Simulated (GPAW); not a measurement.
# HfN (Fm-3m) in GPAW: convergence with plane-wave cutoff (eV)

Aim: find how far plane-wave cutoff (eV) must go before the results for HfN settle, at RPBE. This setting moves, with any that are tied to it; all else stays.

Program: GPAW 26.7.0. These are calculated values, not measurements. Logs are shortened: lines on timing, memory, paths and dates and some standing lists are left out, and cuts for length are marked. The log counts tension as positive stress, the text compression.

### 1 The structure

Symmetry: Fm-3m, No. 225, cubic system. Conventional cell: a = 4.512 Å, b = 4.512 Å, c = 4.512 Å, α = 90.00°, β = 90.00°, γ = 90.00°. Hf (site symmetry m-3m) has 6 N at 2.26 Å as nearest neighbours. Around N (site symmetry m-3m) lie 6 Hf at 2.26 Å.

### 2 With plane-wave cutoff (eV) 300

Contents of run.py:

```python
from ase.dft.bandgap import bandgap
from ase.io import read, write
from ase.units import GPa
from gpaw import GPAW, PW

atoms = read('POSCAR')

calc = GPAW(mode=PW(300),
            xc='RPBE',
            kpts={'size': (10, 10, 10), 'gamma': True},
            occupations={'name': 'fermi-dirac', 'width': 0.05},
            nbands=19,
            convergence={'density': 1e-05, 'energy': 1e-05},
            maxiter=100,
            txt='gpaw.txt')
atoms.calc = calc
energy = atoms.get_potential_energy()
forces = atoms.get_forces()
stress = atoms.get_stress()
calc.write('gs.gpw')
write('result.traj', atoms)
print(f'Energy: {energy:.6f} eV')
print('Forces (eV/A):')
print(forces.round(4))
print('Stress (GPa):', (stress / GPa).round(3))
print('Fermi level:', round(calc.get_fermi_level(), 4), 'eV')
print(f'Gap: {bandgap(calc)[0]:.4f} eV, direct: {bandgap(calc, direct=True)[0]:.4f} eV')
```

Contents of POSCAR:

```
HfN
1.0
    0.0000000000      2.2560000000      2.2560000000
    2.2560000000      0.0000000000      2.2560000000
    2.2560000000      2.2560000000      0.0000000000
Hf N
1 1
Direct
    0.0000000000      0.0000000000      0.0000000000
    0.5000000000      0.5000000000      0.5000000000
```

Potentials or basis: the program's PAW data sets (release 1.2.1) made for this functional, pw.

Command:

```bash
$ OMP_NUM_THREADS=1 python run.py
```

gpaw.txt:

```text
__  _  _
 | _ |_)|_||  |
 |__||  | ||/\| - 26.7.0

Input parameters:
  mode=PW(ecut=300.0),
  convergence={'density': 1e-05, 'energy': 1e-05},
  kpts=MonkhorstPack(size=(10, 10, 10), gamma=True),
  maxiter=100,
  nbands=19,
  occupations=Occupations(name='fermi-dirac', width=0.05),
  xc=XC(name='RPBE')

Diagonalizing LCAO Hamiltonian
Converting LCAO to pw mode

              N

       Hf

Atoms  # Å, Bohr magnetons
|   | symbol |        x |        y |        z |    initial magnetic moments |
|---|--------|----------|----------|----------|-----------------------------|
| 0 |     Hf | 0.000000 | 0.000000 | 0.000000 | ( 0.0000,  0.0000,  0.0000) |
| 1 |      N | 2.256000 | 2.256000 | 2.256000 | ( 0.0000,  0.0000,  0.0000) |

Unit cell  # Å
| periodic |        x |        y |        z |  lengths |    angles |
|----------|----------|----------|----------|----------|-----------|
|      yes | 0.000000 | 2.256000 | 2.256000 | 3.190466 | 60.000000 |
|      yes | 2.256000 | 0.000000 | 2.256000 | 3.190466 | 60.000000 |
|      yes | 2.256000 | 2.256000 | 0.000000 | 3.190466 | 60.000000 |

Number of symmetries: 48
Symmetry operations  # r_c * U_cc + t_c -> r_c
|    | kind |            matrix            |
|----|------|------------------------------|
|  0 |  σ   |  1, 0, 0,  1, 0,-1,  1,-1, 0 |
|  1 |  C2  |  1, 0, 0,  1,-1, 0,  1, 0,-1 |
|  2 |  E   |  1, 0, 0,  0, 1, 0,  0, 0, 1 |
|  3 |  σ   |  1, 0, 0,  0, 0, 1,  0, 1, 0 |
|  4 |  C4  |  1, 0,-1,  1, 0, 0,  1,-1, 0 |
|  5 |  S6  |  1, 0,-1,  1,-1, 0,  1, 0, 0 |
|  6 |  σ   |  1, 0,-1,  0, 1,-1,  0, 0,-1 |
|  7 |  C3  |  1, 0,-1,  0, 0,-1,  0, 1,-1 |
|  8 |  S6  |  1,-1, 0,  1, 0, 0,  1, 0,-1 |
|  9 |  C4  |  1,-1, 0,  1, 0,-1,  1, 0, 0 |
| 10 |  C3  |  1,-1, 0,  0,-1, 1,  0,-1, 0 |
| 11 |  σ   |  1,-1, 0,  0,-1, 0,  0,-1, 1 |
| 12 |  σ   |  0, 1, 0,  1, 0, 0,  0, 0, 1 |
| 13 |  C4  |  0, 1, 0,  0, 1,-1, -1, 1, 0 |
| 14 |  C3  |  0, 1, 0,  0, 0, 1,  1, 0, 0 |
| 15 |  S6  |  0, 1, 0, -1, 1, 0,  0, 1,-1 |
| 16 |  C2  |  0, 1,-1,  1, 0,-1,  0, 0,-1 |
| 17 |  σ   |  0, 1,-1,  0, 1, 0, -1, 1, 0 |
| 18 |  S4  |  0, 1,-1,  0, 0,-1,  1, 0,-1 |
| 19 |  C4  |  0, 1,-1, -1, 1, 0,  0, 1, 0 |
| 20 |  C3  |  0, 0, 1,  1, 0, 0,  0, 1, 0 |
| 21 |  σ   |  0, 0, 1,  0, 1, 0,  1, 0, 0 |
| 22 |  S6  |  0, 0, 1,  0,-1, 1, -1, 0, 1 |
| 23 |  C4  |  0, 0, 1, -1, 0, 1,  0,-1, 1 |
| 24 |  S4  |  0, 0,-1,  1, 0,-1,  0, 1,-1 |
| 25 |  C3  |  0, 0,-1,  0, 1,-1,  1, 0,-1 |
| 26 |  C2  |  0, 0,-1,  0,-1, 0, -1, 0, 0 |
| 27 |  S6  |  0, 0,-1, -1, 0, 0,  0,-1, 0 |
| 28 |  S4  |  0,-1, 1,  1,-1, 0,  0,-1, 0 |
| 29 |  C4  |  0,-1, 1,  0, 0, 1, -1, 0, 1 |
| 30 |  C2  |  0,-1, 1,  0,-1, 0,  1,-1, 0 |
| 31 |  σ   |  0,-1, 1, -1, 0, 1,  0, 0, 1 |
| 32 |  C3  |  0,-1, 0,  1,-1, 0,  0,-1, 1 |
| 33 |  S6  |  0,-1, 0,  0, 0,-1, -1, 0, 0 |
| 34 |  S4  |  0,-1, 0,  0,-1, 1,  1,-1, 0 |
| 35 |  C2  |  0,-1, 0, -1, 0, 0,  0, 0,-1 |
| 36 |  C2  | -1, 1, 0,  0, 1, 0,  0, 1,-1 |
| 37 |  S6  | -1, 1, 0,  0, 1,-1,  0, 1, 0 |
| 38 |  S4  | -1, 1, 0, -1, 0, 1, -1, 0, 0 |
| 39 |  C3  | -1, 1, 0, -1, 0, 0, -1, 0, 1 |
| 40 |  S6  | -1, 0, 1,  0, 0, 1,  0,-1, 1 |
| 41 |  C2  | -1, 0, 1,  0,-1, 1,  0, 0, 1 |
| 42 |  C3  | -1, 0, 1, -1, 1, 0, -1, 0, 0 |
| 43 |  S4  | -1, 0, 1, -1, 0, 0, -1, 1, 0 |
| 44 |  C2  | -1, 0, 0,  0, 0,-1,  0,-1, 0 |
| 45 |  i   | -1, 0, 0,  0,-1, 0,  0, 0,-1 |
| 46 |  σ   | -1, 0, 0, -1, 1, 0, -1, 0, 1 |
| 47 |  C2  | -1, 0, 0, -1, 0, 1, -1, 1, 0 |

BZ-sampling:
  Number of BZ points: 1000
  Number of IBZ points: 47

  Monkhorst-Pack size: [10, 10, 10]
  Monkhorst-Pack shift: [0.05, 0.05, 0.05]

K-points  # in reciprocal-cell coordinates
|     |                                coordinates |     weight |
|-----|--------------------------------------------|------------|
|   0 | (  0.00000000,   0.00000000,   0.00000000) | 0.00100000 |
|   1 | (  0.10000000,   0.10000000,   0.00000000) | 0.00600000 |
|   2 | (  0.10000000,   0.10000000,   0.10000000) | 0.00800000 |
|   3 | (  0.20000000,   0.10000000,   0.10000000) | 0.01200000 |
|   4 | (  0.20000000,   0.20000000,   0.00000000) | 0.00600000 |
|   5 | (  0.20000000,   0.20000000,   0.10000000) | 0.02400000 |
|   6 | (  0.20000000,   0.20000000,   0.20000000) | 0.00800000 |
|   7 | (  0.30000000,   0.20000000,   0.10000000) | 0.02400000 |
|   8 | (  0.30000000,   0.20000000,   0.20000000) | 0.02400000 |
|   9 | (  0.30000000,   0.30000000,   0.00000000) | 0.00600000 |
| ... |                                            |            |
|  46 | (  0.50000000,   0.50000000,   0.50000000) | 0.00400000 |

Plane wave coefficients: 283
Cutoff: 300.0 eV

Spin-components: 1 (collinear spins)
Bands:           19
Projectors:      11
Spin-degeneracy: 2
Datatype:        complex128

Parallelization:
  kpt:    1
  domain: 1
  band:   1

Density:
  Valence electrons: 17.0
  Components: 1
  Grid points: [14 14 14]
  Charge: 0.0  # |e|

Potential:
  Grid points: [14 14 14]

species:
  Hf:
    name:    Hafnium
    Z:       72.0
    valence: 12
    core:    60
    charge:  0.0  # [|e|]
    compensation charges:
      type: gauss
      rc: 0.41  # [Å]
      lmax: 2
    cutoffs:
      filter: 2.36  # [Å]
      core: 4.02  # [Å]
    projectors
    | kind |    occ | energy [eV] | rcut [Å] |
    |------|--------|-------------|----------|
    |   5s |  2.000 |     -66.835 |    1.397 |
    |   6s |  2.000 |      -5.043 |    1.397 |
    |   5p |  6.000 |     -35.601 |    1.307 |
    |   6p |  0.000 |      -1.407 |    1.307 |
    |   5d |  2.000 |      -2.651 |    1.334 |
    |    d |        |      24.560 |    1.334 |

    Using partial waves for Hf as LCAO basis

  N:
    name:    Nitrogen
    Z:       7.0
    valence: 5
    core:    2
    charge:  0.0  # [|e|]
    compensation charges:
      type: gauss
      rc: 0.18  # [Å]
      lmax: 2
    cutoffs:
      filter: 1.11  # [Å]
      core: 0.96  # [Å]
    projectors
    | kind |    occ | energy [eV] | rcut [Å] |
    |------|--------|-------------|----------|
    |   2s |  2.000 |     -18.658 |    0.603 |
    |   2p |  3.000 |      -7.050 |    0.529 |
    |    s |        |       8.553 |    0.603 |
    |    p |        |      20.161 |    0.529 |
    |    d |        |       0.000 |    0.577 |

    Using partial waves for N as LCAO basis

Reference energy: -411382.576439  # eV

eigensolver:
  PPCG
  Converge bands: occupied
  niter=2

density mixing:
  MSR1-Mixer
  Pratt-step length: 0.05
  Maximum mixing coefficient: 0.75
  Old densities: 10
  SVD Regularization: 0.005
  Good broyden scale: 1.0
  Trust region scale: 1.0
  Backstep threshold: 4.0
  History deletion threshold: 6.0
  Fourier metric: weight=20.0, sigma=0.015

occupation numbers:
  Fermi-Dirac:
    width: 0.0500  # eV

poisson solver:
  ecut: 2400.0  # eV

xc functional:
  name: RPBE with 2 nearest neighbor stencil

convergence criteria:
- Maximum integral of absolute [dens]ity change: 1e-05 electrons / valence electron
- Maximum [total energy] change in last 3 cyles: 1e-05 eV / valence electron
- Maximum integral of absolute [eigenst]ate change: 4e-08 eV^2 / valence electron
maximum number of iterations: 100

SCF iterations
|iter     | |      energy | eigst |  dens |
|---------|-|-------------|-------|-------|
|iter:   1| |  -13.816642 | -0.06 |       |
|iter:   2| |  -13.651677 | -3.04 | -1.03 |
|iter:   3| |  -13.135222 | -2.01 | -1.07 |
|iter:   4| |  -13.131460 | -3.00 | -1.66 |
|iter:   5| |  -13.130160 | -3.91 | -2.02 |
|iter:   6| |  -13.130121 | -5.22 | -2.93 |
|iter:   7| |  -13.130132c| -6.76 | -3.58 |
|iter:   8| |  -13.130135c| -7.37 | -4.04 |
|iter:   9| |  -13.130135c| -8.68c| -5.15c|

Converged in 9 steps
Energy contributions relative to reference atoms: (reference = -411382.576439)

Energy contributions:
  Kinetic:           7.719522
  Coulomb:          -4.041101
  Zero:              0.014552
  External:          0.000000
  Xc:              -16.820208
  Entropy:          -0.005799
  Spinorbit:         0.000000
  ----------------------------
  Free energy:     -13.133034
  Extrapolated:    -13.130135

dipole moment: (-16.292505, -16.292505, -16.292505)  # |e|*Ang

Fermi level: 14.362
Eigenvalues  # (at kpt = [0.000, 0.000, 0.000])
| band index |      eig [eV] | occ [0-2] |
|------------|---------------|-----------|
|          0 |       -48.320 |     2.000 |
|        ... |               |           |
|          3 |       -16.922 |     2.000 |
|          4 |        -4.295 |     2.000 |
|          5 |        11.341 |     2.000 |
|          6 |        11.342 |     2.000 |
|          7 |        11.342 |     2.000 |
|          8 |        13.884 |     2.000 |
[... 8 lines left out ...]
|         17 |        38.671 |     0.000 |
|         18 |        40.782 |     0.000 |

No gap
No difference between direct/indirect transitions

Forces  # eV/Ang
|       x |        y |       z |
|---------|----------|---------|
| 0.00000 | -0.00000 | 0.00000 |  # Hf   0
| 0.00000 |  0.00000 | 0.00000 |  # N    1

Stress tensor  # eV/Ang^3
|         x |        y |         z |
|-----------|----------|-----------|
|  0.326343 | 0.000000 | -0.000000 |
|  0.000000 | 0.326343 |  0.000000 |
| -0.000000 | 0.000000 |  0.326343 |

# Writing to gs.gpw (mode='')
```

stdout:

```text
Energy: -13.130135 eV
Forces (eV/A):
[[ 0. -0.  0.]
 [ 0.  0.  0.]]
Stress (GPa): [52.286 52.286 52.286  0.    -0.     0.   ]
Fermi level: 14.3622 eV
Gap: 0.0000 eV, direct: 0.0000 eV
```

Run time: 8.4 s. Hardware: 1 thread of Arm Neoverse V1, shared host; peak memory 0.13 GiB.

What came out:

| Quantity | Value |
| --- | --- |
| Free energy | -13.1330 eV |
| Pressure | -52.3 GPa |
| Band gap on the k mesh | none (metal or under the smearing width) |

### 3 With plane-wave cutoff (eV) 350

Changes to run.py since step 2:

```diff
@@ -7,3 +7,3 @@
 
-calc = GPAW(mode=PW(300),
+calc = GPAW(mode=PW(350),
             xc='RPBE',
```

POSCAR is that of step 2.

Potentials or basis: the program's PAW data sets (release 1.2.1) made for this functional, pw.

Command:

```bash
$ OMP_NUM_THREADS=1 python run.py
```

It took 9.1 s on 1 thread of Arm Neoverse V1, shared host; peak memory 0.13 GiB.

Results:

| Quantity | Value |
| --- | --- |
| Free energy | -15.1422 eV |
| Pressure | -37.3 GPa |
| Band gap on the k mesh | none (metal or under the smearing width) |

### 4 With plane-wave cutoff (eV) 400

Changes to run.py since step 3:

```diff
@@ -7,3 +7,3 @@
 
-calc = GPAW(mode=PW(350),
+calc = GPAW(mode=PW(400),
             xc='RPBE',
```

POSCAR is that of step 3.

Command:

```bash
$ OMP_NUM_THREADS=1 python run.py
```

Wall time 9.6 s (1 thread of Arm Neoverse V1, shared host); peak memory 0.13 GiB.

Results:

```
Free energy            : -16.4767 eV
Pressure               : -22.5 GPa
Band gap on the k mesh : none (metal or under the smearing width)
```

### 5 With plane-wave cutoff (eV) 500

Changes to run.py since step 4:

```diff
@@ -7,3 +7,3 @@
 
-calc = GPAW(mode=PW(400),
+calc = GPAW(mode=PW(500),
             xc='RPBE',
```

POSCAR is that of step 4.

Command:

```bash
$ OMP_NUM_THREADS=1 python run.py
```

It took 16 s on 1 thread of Arm Neoverse V1, shared host; peak memory 0.14 GiB.

What came out:

```
Free energy            : -17.7148 eV
Pressure               : -3.1 GPa
Band gap on the k mesh : none (metal or under the smearing width)
```

### 6 With plane-wave cutoff (eV) 600

Changes to run.py since step 5:

```diff
@@ -7,3 +7,3 @@
 
-calc = GPAW(mode=PW(500),
+calc = GPAW(mode=PW(600),
             xc='RPBE',
```

POSCAR is that of step 5.

Potentials or basis: the program's PAW data sets (release 1.2.1) made for this functional, pw.

Command:

```bash
$ OMP_NUM_THREADS=1 python run.py
```

Wall time 14 s (1 thread of Arm Neoverse V1, shared host); peak memory 0.15 GiB.

The run converged. Its results:

- Free energy: -18.1347 eV
- Pressure: 6.6 GPa
- Band gap on the k mesh: none (metal or under the smearing width)

### 7 With plane-wave cutoff (eV) 700

Changes to run.py since step 6:

```diff
@@ -7,3 +7,3 @@
 
-calc = GPAW(mode=PW(600),
+calc = GPAW(mode=PW(700),
             xc='RPBE',
```

POSCAR is that of step 6.

Command:

```bash
$ OMP_NUM_THREADS=1 python run.py
```

It took 15 s on 1 thread of Arm Neoverse V1, shared host; peak memory 0.16 GiB.

It converged, with:

- Free energy: -18.2584 eV
- Pressure: 10.6 GPa
- Band gap on the k mesh: none (metal or under the smearing width)

### 8 With plane-wave cutoff (eV) 800

Changes to run.py since step 7:

```diff
@@ -7,3 +7,3 @@
 
-calc = GPAW(mode=PW(700),
+calc = GPAW(mode=PW(800),
             xc='RPBE',
```

POSCAR is that of step 7.

Command:

```bash
$ OMP_NUM_THREADS=1 python run.py
```

Wall time 24 s (1 thread of Arm Neoverse V1, shared host); peak memory 0.16 GiB.

Results (log left out):

- Free energy: -18.2926 eV
- Pressure: 12.0 GPa
- Band gap on the k mesh: none (metal or under the smearing width)

### 9 With plane-wave cutoff (eV) 1000

Changes to run.py since step 8:

```diff
@@ -7,3 +7,3 @@
 
-calc = GPAW(mode=PW(800),
+calc = GPAW(mode=PW(1000),
             xc='RPBE',
```

POSCAR is that of step 8.

Potentials or basis: the program's PAW data sets (release 1.2.1) made for this functional, pw.

Command:

```bash
$ OMP_NUM_THREADS=1 python run.py
```

It took 30 s on 1 thread of Arm Neoverse V1, shared host; peak memory 0.18 GiB.

It converged, with:

```
Free energy            : -18.3023 eV
Pressure               : 12.5 GPa
Band gap on the k mesh : none (metal or under the smearing width)
```

### 10 With plane-wave cutoff (eV) 1200

Changes to run.py since step 9:

```diff
@@ -7,3 +7,3 @@
 
-calc = GPAW(mode=PW(1000),
+calc = GPAW(mode=PW(1200),
             xc='RPBE',
```

POSCAR is that of step 9.

Command:

```bash
$ OMP_NUM_THREADS=1 python run.py
```

Run time: 42 s. Hardware: 1 thread of Arm Neoverse V1, shared host; peak memory 0.21 GiB.

The run converged. Its results:

```yaml
Free_energy: -18.3037 eV
Pressure: 12.5 GPa
Band_gap_on_the_k_mesh: none (metal or under the smearing width)
```

### 11 Summary

```tsv
plane-wave cutoff (eV)	energy less the tightest run, at zero smearing (meV/atom)	pressure (GPa)	SCF cycles	CPU time (s)	peak memory (GiB)
300	2585.19	-52.29	9	8.4	0.13
350	1580.66	-37.30	10	9.1	0.13
400	913.45	-22.48	9	9.6	0.13
500	294.47	-3.14	9	16	0.14
600	84.50	6.63	9	14	0.15
700	22.65	10.57	9	15	0.16
800	5.59	12.00	9	24	0.16
1000	0.74	12.50	9	30	0.18
1200	0.00	12.52	9	42	0.21
```

Against the tightest run, the energy stays within 1 meV/atom from 1000 on; the pressure stays within 0.1 GPa from 1000 on. The tightest run that finished is the yardstick and may itself not be fully converged.
